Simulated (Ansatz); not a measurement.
# FeO (I4/mmm) in Ansatz: notebook

One crystal, FeO, is run at these levels: PBEsol; tasks: single point.

Everything below comes from runs of Ansatz 0.2.0. Logs are shortened: lines on timing, memory, paths and dates and some standing lists are left out, and cuts for length are marked.

### Step 1. The crystal as given

Symmetry: I4/mmm, No. 139, tetragonal system. The conventional cell has a = 3.204 Å, b = 3.204 Å, c = 4.167 Å, α = 90.00°, β = 90.00°, γ = 90.00°. Fe (site symmetry 4/mmm) has 6 O at 2.08 to 2.27 Å as nearest neighbours. Around O (site symmetry 4/mmm) lie 6 Fe at 2.08 to 2.27 Å.

The cell comes from a database or a generator and needn't be the stable form of this composition.

### Step 2. Single point, PBEsol, collinear spin, ferromagnetic start, 10.05 Å³/atom (volume scaled by 0.94)

Contents of input.yaml:

```yaml
crystal:
  lattice:
    - [-1.5693982481, 1.5693982481, 2.0408621071]
    - [1.5693982481, -1.5693982481, 2.0408621071]
    - [1.5693982481, 1.5693982481, -2.0408621071]
  atoms:
    - { symbol: Fe, position: [0.0, 0.0, 0.0], spin: 3.0 }
    - { symbol: O, position: [0.5, 0.5, 0.0] }
kpoints:
  mp_grid: { grid: [12, 12, 12] }
scf:
  occupations: { method: fermi_dirac, width: 0.05 }
hamiltonian:
  xc: pbesol
  pseudopotentials: { kind: all_electron, lapw: { basis_error: 0.0005 } }
magnetization:
  spin_polarized: true
output:
  forces: true
  stress: true
  eigenvalues: true
```

Potentials or basis: all-electron LAPW, scalar-relativistic.

Launch:

```console
$ ansatz run input.yaml --threads 2 --pin off --max-ram 6144MiB --backend cpu --events-out ev --progress --plain --runs-dir out
```

Standard output:

```text
Warning: RAYON_NUM_THREADS=2 ignored (pool sized by the plan → 2); use --threads N
LAPW: plane waves up to 10.544 Å⁻¹, error target 5.0e-4 eV per atom; small_component_spin mean_spin; O in spheres of 0.927 Å, 8 of its electrons in bands, Dirac shells []; Fe in spheres of 1.114 Å, 16 of its electrons in bands, Dirac shells [] (how accurate: hamiltonian.pseudopotentials.lapw.basis_error, Limitations)
Engine: ansatz 0.2.0, aarch64-unknown-linux-gnu
Pseudopotentials: kind: all_electron
Pseudopotential: Fe, LAPW, valence charge 16, lapw/all_electron/scalar/gaussian/Fe, Koelling and Harmon's equation, gaussian nucleus
Pseudopotential: O, LAPW, valence charge 8, lapw/all_electron/scalar/gaussian/O, Koelling and Harmon's equation, gaussian nucleus
Functional definition: PBEsol
  exchange = pbesol_x
  correlation = pbesol_c
Crystal: 2 atoms, lattice volume = 20.107 Å³
Basis set: ecut = 423.58004237221706 eV, 379 PW (Γ), exchange–correlation at level 2
Bands: 18, of which v1, the nominal top of the filled ones, is band 12 counted from 1 (11 counted from 0)
Symmetry: 16 space group operations
Space group: I4/mmm (ITA 139), of the structure as read, at distance tolerance 2.7e-5 Å
Magnetic group: BNS 139.531 (UNI 1191), of the structure as read, at distance tolerance 2.7e-5 Å
k-points: 163 of 1728
Non-local potential: Fe, projectors of the file, none
Non-local potential: O, projectors of the file, none
Initial density: superposition of atomic densities (chi_scale 0.1, normalization cell, long waves kept (reshape's long-wave potential 0.00 eV rms))
Starting moments: Σ|m| = 3 μB on 1 of 2 sites
Initial wavefunctions: plane waves of lowest kinetic energy (no species holds an atomic orbital)
Functional: x = pbesol(κ = 0.804, μ = 0.12345679012345678), c = pbesol(β = 0.046)
iter 1 solved again at ethr=7.86e-3 eV; its pass at ethr=1.00e-1 eV (dr2=1.89e0 eV) is discarded
SCF iter   1: F=—  HF=-36644.386391 eV  |F-HF|=—  |Δ(HF+E_count)|=         —  Δρ=6.51e-2 (↑5.95e-2 ↓6.51e-2)  dr2=1.89e0  dr2_m=3.39e-1  M=4.002 μB ∫|m|=4.002 μB  β_m=0.30  ethr=7.86e-3  ⟨swp⟩=2.0  Hψ=36890  notcnv=0
Mixer restart at iter 1: flushing history
preconditioner: auto → none  [metal: Δε(μ)=0.001 eV  Ē_g=14.026 eV  σ=0.050 eV  W_gap=0.01  n_scr=8 (ndim 8)  ℏωp=31.0 eV  f_vac=0.000  D(μ)=1.43/eV (n_scr^D=14)  sad-step TF]
SCF iter   2: F=—  HF=-36643.527255 eV  |F-HF|=—  |Δ(HF+E_count)|=   8.59e-1  Δρ=3.68e-2 (↑3.68e-2 ↓3.49e-2)  dr2=4.48e-1  dr2_m=1.53e-1  M=4.000 μB ∫|m|=4.001 μB  β_m=0.48  ethr=7.86e-3  ⟨swp⟩=2.0  Hψ=17414  notcnv=0
SCF iter   3: F=—  HF=-36643.452212 eV  |F-HF|=—  |Δ(HF+E_count)|=   7.50e-2  Δρ=1.86e-2 (↑1.78e-2 ↓1.86e-2)  dr2=2.52e-1  dr2_m=1.57e-2  M=4.001 μB ∫|m|=4.005 μB  β_m=0.49  ethr=1.87e-3  ⟨swp⟩=2.0  Hψ=17508  notcnv=0
iter 4 solved again at ethr=1.21e-5 eV; its pass at ethr=1.05e-3 eV (dr2=2.91e-3 eV) is discarded
SCF iter   4: F=—  HF=-36643.375937 eV  |F-HF|=—  |Δ(HF+E_count)|=         —  Δρ=4.49e-3 (↑3.64e-3 ↓4.49e-3)  dr2=2.91e-3  dr2_m=1.92e-3  M=3.994 μB ∫|m|=4.001 μB  β_m=0.49  ethr=1.21e-5  ⟨swp⟩=2.0  Hψ=28839  notcnv=0
Mixer restart at iter 4: flushing history
the basis was enlarged: its passes take 970.4 KiB over the memory plan, 2 of 2 planned eigensolver slots
SCF iter   5: F=—  HF=-36643.378957 eV  |F-HF|=—  |Δ(HF+E_count)|=   3.02e-3  Δρ=3.27e-3 (↑3.27e-3 ↓1.30e-3)  dr2=4.85e-3  dr2_m=3.20e-4  M=3.997 μB ∫|m|=4.005 μB  β_m=0.47  ethr=1.21e-5  ⟨swp⟩=3.0  Hψ=19154  notcnv=0
SCF iter   6: F=—  HF=-36643.375995 eV  |F-HF|=—  |Δ(HF+E_count)|=   2.96e-3  Δρ=1.48e-3 (↑1.37e-3 ↓1.48e-3)  dr2=1.94e-4  dr2_m=2.94e-4  M=3.995 μB ∫|m|=4.003 μB  β_m=0.58  ethr=1.21e-5  ⟨swp⟩=2.6  Hψ=16271  notcnv=0
SCF iter   7: F=—  HF=-36643.376615 eV  |F-HF|=—  |Δ(HF+E_count)|=   6.20e-4  Δρ=5.15e-4 (↑5.15e-4 ↓4.74e-4)  dr2=1.76e-5  dr2_m=3.88e-5  M=3.995 μB ∫|m|=4.004 μB  β_m=0.76  ethr=8.08e-7  ⟨swp⟩=2.6  Hψ=16493  notcnv=0
SCF iter   8: F=—  HF=-36643.376691 eV  |F-HF|=—  |Δ(HF+E_count)|=   7.53e-5  Δρ=1.14e-4 (↑7.16e-5 ↓1.14e-4)  dr2=2.51e-7  dr2_m=1.40e-6  M=3.995 μB ∫|m|=4.005 μB  β_m=0.66  ethr=7.32e-8  ⟨swp⟩=3.0  Hψ=17167  notcnv=0
SCF iter   9: F=—  HF=-36643.376693 eV  |F-HF|=—  |Δ(HF+E_count)|=   2.63e-6  Δρ=1.69e-5 (↑1.69e-5 ↓1.03e-5)  dr2=1.07e-7  dr2_m=1.33e-8  M=3.995 μB ∫|m|=4.005 μB  β_m=0.69  ethr=1.04e-9  ⟨swp⟩=3.0  Hψ=18224  notcnv=0
SCF iter  10: F=—  HF=-36643.376693 eV  |F-HF|=—  |Δ(HF+E_count)|=   6.44e-8  Δρ=4.75e-6 (↑3.30e-6 ↓4.75e-6)  dr2=7.53e-9  dr2_m=1.25e-9  M=3.995 μB ∫|m|=4.005 μB  β_m=0.84  ethr=4.47e-10  ⟨swp⟩=2.1  Hψ=15892  notcnv=0
SCF iter  11: F=-36643.376693 eV  HF=-36643.376693 eV  |F-HF|=8.66e-10  |Δ(HF+E_count)|=   1.60e-8  Δρ=1.09e-6 (↑4.19e-7 ↓1.09e-6)  dr2=3.31e-10  dr2_m=4.68e-11  M=3.995 μB ∫|m|=4.005 μB  ethr=3.14e-11  ⟨swp⟩=2.8  Hψ=16357  notcnv=0
SCF 1 converged in 11 iterations: F = -36643.376693 eV  dr2 = 3.31e-10
SCF converged after 11 iterations
Magnetization: 3.9951 μB (13.9976 up, 10.0024 down)
Absolute magnetization: 4.0048 μB (∫|ρ↑−ρ↓|)
Spin contamination: 0.0120 ħ² per cell (⟨S²⟩ above its minimum at these occupations)
Per-site moments (μB) at R_I (Å): [(3.5648372167356293, 1.1135019807876527), (0.3240339975009303, 0.9273600959011322)]
Free energy (F): -36643.376693 eV
Harris-Foulkes:  -36643.376693 eV  (|F-HF|=8.66e-10)
Internal energy: -36643.364755 eV  (E = F + TS)
E sigma→0 (E₀):  -36643.370724 eV
Entropy (-TS):   -0.011938 eV (-5.969 meV/atom)
Fermi energy:    14.506799 eV
--- Per-component energies (eV) ---
  E_band       = -1249.776166
  E_kinetic    = 37109.055105
  E_xc         = -1716.629052
  E_electrostatic = -72035.790808  (all electrons and nuclei)
  E_smearing   = -0.011938  (= −TS)
  E_closure    = 0.000000  (closes the sum)
  E_atoms      = -36626.719027  (free atoms, spherical and without spin; not in F)
  Σ components = -36643.376693   (vs F -36643.376693, Δ=0.00e0)
  Basis errors (estimates in eV, not in F): energy 2.1e-4 per atom: plane waves 1.9e-4 (1.0e-4 summed), levels above the bands 2.7e-120, relativity 2.4e-8, radial functions 2.0e-5, core shells 1.2e-7; eigenvalues (radial functions only) 3.1e-5; not estimated: angular momenta, meshes, grids; target (lapw.basis_error) 5.0e-4; muffin-tin radii O 0.927 Å, Fe 1.114 Å
--- Forces (eV/Å), atoms counted from 1 ---
  atom   1  Fe    -0.00000000    -0.00000000    -0.00000000
  atom   2  O     -0.00000000     0.00000000     0.00000000
  max |Σ_I F_I| component: 2.76e-30 eV/Å
--- Stress (GPa, compression-positive) ---
       -9.795780       0.000000       0.000000
        0.000000      -9.795780       0.000000
        0.000000       0.000000      -1.472222
  P = ⅓ Tr σ = -7.0213 GPa (-70.213 kbar)
--- Band table (eV; the first three rows and the last of 326) ---
  k-point 0 ↑: bands = ["-491.0425", "-75.0692", "-41.2425", "-41.2279", "-41.2279", "-6.2724", "10.4132", "10.5344", "10.5344", "10.6321", "10.6321", "10.7228", "10.8684", "10.8782", "14.5490", "29.5796", "31.3127", "31.3127"]
  k-point 1 ↑: bands = ["-491.0425", "-75.0688", "-41.2440", "-41.2312", "-41.2287", "-6.1901", "9.3291", "10.0073", "10.2891", "10.4758", "10.8310", "10.9687", "11.2422", "11.7557", "15.1154", "28.5487", "30.4904", "30.9666"]
  k-point 2 ↑: bands = ["-491.0425", "-75.0675", "-41.2481", "-41.2401", "-41.2308", "-5.9692", "8.0944", "9.6434", "9.9487", "10.3180", "10.9024", "11.3959", "11.6213", "12.2228", "16.5135", "27.3535", "28.3388", "29.3912"]
  k-point 162 ↓: bands = ["-490.7494", "-70.9652", "-37.2751", "-37.2751", "-37.2568", "-4.4084", "7.6767", "9.8061", "9.8061", "12.2951", "15.2730", "15.3002", "15.3002", "15.7358", "21.0224", "24.2159", "25.6354", "29.3338"]
```

It took 38 s on 2 threads of Arm Neoverse V1, shared host; peak memory 0.74 GiB.

Results:

```
Free energy            : -36643.3767 eV
Pressure               : -7.0 GPa
Band gap on the k mesh : none (metal or under the smearing width)
Net moment             : 4.00 μB per cell
Absolute moment        : 4.00 μB per cell
Site moments           : Fe +3.56; O +0.32 μB
```

Caveat: a cell with one magnetic atom can't hold antiferromagnetic order, which such compounds often take; semilocal functionals often make such compounds metallic where correlation or magnetic order opens a gap, which also shifts bond lengths.

### Step 3. Single point, PBEsol, collinear spin, ferromagnetic start, 10.27 Å³/atom (volume scaled by 0.96)

input.yaml, as its differences from that of step 2:

```diff
@@ -2,5 +2,5 @@
   lattice:
-    - [-1.5693982481, 1.5693982481, 2.0408621071]
-    - [1.5693982481, -1.5693982481, 2.0408621071]
-    - [1.5693982481, 1.5693982481, -2.0408621071]
+    - [-1.5804507126, 1.5804507126, 2.055234849]
+    - [1.5804507126, -1.5804507126, 2.055234849]
+    - [1.5804507126, 1.5804507126, -2.055234849]
   atoms:
```

Potentials or basis: all-electron LAPW, scalar-relativistic.

Launch:

```console
$ ansatz run input.yaml --threads 2 --pin off --max-ram 6144MiB --backend cpu --events-out ev --progress --plain --runs-dir out
```

Run time: 38 s. Hardware: 2 threads of Arm Neoverse V1, shared host; peak memory 0.75 GiB.

The run converged. Its results:

- Free energy: -36643.3533 eV
- Pressure: -10.4 GPa
- Band gap on the k mesh: none (metal or under the smearing width)
- Net moment: 4.00 μB per cell
- Absolute moment: 4.01 μB per cell
- Site moments: Fe +3.58; O +0.32 μB

Caveat: a cell with one magnetic atom can't hold antiferromagnetic order, which such compounds often take; semilocal functionals often make such compounds metallic where correlation or magnetic order opens a gap, which also shifts bond lengths.

### Step 4. Single point, PBEsol, collinear spin, ferromagnetic start, 10.48 Å³/atom (volume scaled by 0.98)

input.yaml, as its differences from that of step 3:

```diff
@@ -2,5 +2,5 @@
   lattice:
-    - [-1.5804507126, 1.5804507126, 2.055234849]
-    - [1.5804507126, -1.5804507126, 2.055234849]
-    - [1.5804507126, 1.5804507126, -2.055234849]
+    - [-1.5913507171, 1.5913507171, 2.0694093304]
+    - [1.5913507171, -1.5913507171, 2.0694093304]
+    - [1.5913507171, 1.5913507171, -2.0694093304]
   atoms:
```

Launch:

```console
$ ansatz run input.yaml --threads 2 --pin off --max-ram 6144MiB --backend cpu --events-out ev --progress --plain --runs-dir out
```

Run time: 38 s. Hardware: 2 threads of Arm Neoverse V1, shared host; peak memory 0.75 GiB.

The run converged. Its results:

```yaml
Free_energy: -36643.3213 eV
Pressure: -13.5 GPa
Band_gap_on_the_k_mesh: none (metal or under the smearing width)
Net_moment: 4.00 μB per cell
Absolute_moment: 4.01 μB per cell
Site_moments: Fe +3.58; O +0.32 μB
```

Caveat: a cell with one magnetic atom can't hold antiferromagnetic order, which such compounds often take; semilocal functionals often make such compounds metallic where correlation or magnetic order opens a gap, which also shifts bond lengths.

### Step 5. Single point, PBEsol, collinear spin, ferromagnetic start, 10.70 Å³/atom

input.yaml, as its differences from that of step 4:

```diff
@@ -2,5 +2,5 @@
   lattice:
-    - [-1.5913507171, 1.5913507171, 2.0694093304]
-    - [1.5913507171, -1.5913507171, 2.0694093304]
-    - [1.5913507171, 1.5913507171, -2.0694093304]
+    - [-1.602103413, 1.602103413, 2.08339225]
+    - [1.602103413, -1.602103413, 2.08339225]
+    - [1.602103413, 1.602103413, -2.08339225]
   atoms:
```

Launch:

```console
$ ansatz run input.yaml --threads 2 --pin off --max-ram 6144MiB --backend cpu --events-out ev --progress --plain --runs-dir out
```

Wall time 37 s (2 threads of Arm Neoverse V1, shared host); peak memory 0.74 GiB.

It converged, with:

| Property | Result |
| --- | --- |
| Free energy | -36643.2817 eV |
| Pressure | -16.2 GPa |
| Band gap on the k mesh | none (metal or under the smearing width) |
| Net moment | 4.00 μB per cell |
| Absolute moment | 4.01 μB per cell |
| Site moments | Fe +3.59; O +0.31 μB |

Caveat: a cell with one magnetic atom can't hold antiferromagnetic order, which such compounds often take; semilocal functionals often make such compounds metallic where correlation or magnetic order opens a gap, which also shifts bond lengths.

### Step 6. Single point, PBEsol, collinear spin, ferromagnetic start, 10.91 Å³/atom (volume scaled by 1.02)

input.yaml, as its differences from that of step 5:

```diff
@@ -2,5 +2,5 @@
   lattice:
-    - [-1.602103413, 1.602103413, 2.08339225]
-    - [1.602103413, -1.602103413, 2.08339225]
-    - [1.602103413, 1.602103413, -2.08339225]
+    - [-1.6127136786, 1.6127136786, 2.0971899518]
+    - [1.6127136786, -1.6127136786, 2.0971899518]
+    - [1.6127136786, 1.6127136786, -2.0971899518]
   atoms:
```

Potentials or basis: all-electron LAPW, scalar-relativistic.

Launch:

```console
$ ansatz run input.yaml --threads 2 --pin off --max-ram 6144MiB --backend cpu --events-out ev --progress --plain --runs-dir out
```

Run time: 37 s. Hardware: 2 threads of Arm Neoverse V1, shared host; peak memory 0.74 GiB.

The run converged. Its results:

```
Free energy            : -36643.2352 eV
Pressure               : -18.6 GPa
Band gap on the k mesh : none (metal or under the smearing width)
Net moment             : 4.00 μB per cell
Absolute moment        : 4.01 μB per cell
Site moments           : Fe +3.60; O +0.31 μB
```

Caveat: a cell with one magnetic atom can't hold antiferromagnetic order, which such compounds often take; semilocal functionals often make such compounds metallic where correlation or magnetic order opens a gap, which also shifts bond lengths.

### Step 7. Single point, PBEsol, collinear spin, ferromagnetic start, 11.12 Å³/atom (volume scaled by 1.04)

input.yaml, as its differences from that of step 6:

```diff
@@ -2,5 +2,5 @@
   lattice:
-    - [-1.6127136786, 1.6127136786, 2.0971899518]
-    - [1.6127136786, -1.6127136786, 2.0971899518]
-    - [1.6127136786, 1.6127136786, -2.0971899518]
+    - [-1.6231861388, 1.6231861388, 2.1108084499]
+    - [1.6231861388, -1.6231861388, 2.1108084499]
+    - [1.6231861388, 1.6231861388, -2.1108084499]
   atoms:
```

Launch:

```console
$ ansatz run input.yaml --threads 2 --pin off --max-ram 6144MiB --backend cpu --events-out ev --progress --plain --runs-dir out
```

Run time: 37 s. Hardware: 2 threads of Arm Neoverse V1, shared host; peak memory 0.74 GiB.

Results (log left out):

```yaml
Free_energy: -36643.1828 eV
Pressure: -20.6 GPa
Band_gap_on_the_k_mesh: none (metal or under the smearing width)
Net_moment: 4.01 μB per cell
Absolute_moment: 4.02 μB per cell
Site_moments: Fe +3.61; O +0.31 μB
```

Caveat: a cell with one magnetic atom can't hold antiferromagnetic order, which such compounds often take; semilocal functionals often make such compounds metallic where correlation or magnetic order opens a gap, which also shifts bond lengths.

### Step 8. Single point, PBEsol, collinear spin, ferromagnetic start, 11.34 Å³/atom (volume scaled by 1.06)

input.yaml, as its differences from that of step 7:

```diff
@@ -2,5 +2,5 @@
   lattice:
-    - [-1.6231861388, 1.6231861388, 2.1108084499]
-    - [1.6231861388, -1.6231861388, 2.1108084499]
-    - [1.6231861388, 1.6231861388, -2.1108084499]
+    - [-1.6335251827, 1.6335251827, 2.1242534522]
+    - [1.6335251827, -1.6335251827, 2.1242534522]
+    - [1.6335251827, 1.6335251827, -2.1242534522]
   atoms:
```

Launch:

```console
$ ansatz run input.yaml --threads 2 --pin off --max-ram 6144MiB --backend cpu --events-out ev --progress --plain --runs-dir out
```

Wall time 37 s (2 threads of Arm Neoverse V1, shared host); peak memory 0.75 GiB.

It converged, with:

| Property | Result |
| --- | --- |
| Free energy | -36643.1252 eV |
| Pressure | -22.4 GPa |
| Band gap on the k mesh | none (metal or under the smearing width) |
| Net moment | 4.01 μB per cell |
| Absolute moment | 4.02 μB per cell |
| Site moments | Fe +3.61; O +0.30 μB |

Caveat: a cell with one magnetic atom can't hold antiferromagnetic order, which such compounds often take; semilocal functionals often make such compounds metallic where correlation or magnetic order opens a gap, which also shifts bond lengths.

### Step 9. For comparison

An earlier run on the cell as given: functional PBEsol; potentials or basis all-electron LAPW, scalar-relativistic; cutoff 376 eV (chosen from the basis error); basis error allowed 0.001 eV/atom; k mesh 12 × 12 × 12; occupations fermi-dirac, width 0.05 eV; collinear spin, ferromagnetic start; starting moments [3.0, 0.0] μB.

* Pressure: -16.2 GPa
* Band gap on the k mesh: none (metal or under the smearing width)
* Net moment: 4.00 μB per cell
* Absolute moment: 4.01 μB per cell
* Site moments: Fe +3.59; O +0.31 μB
* Loewdin charges: Fe +1.14; O -1.00 e
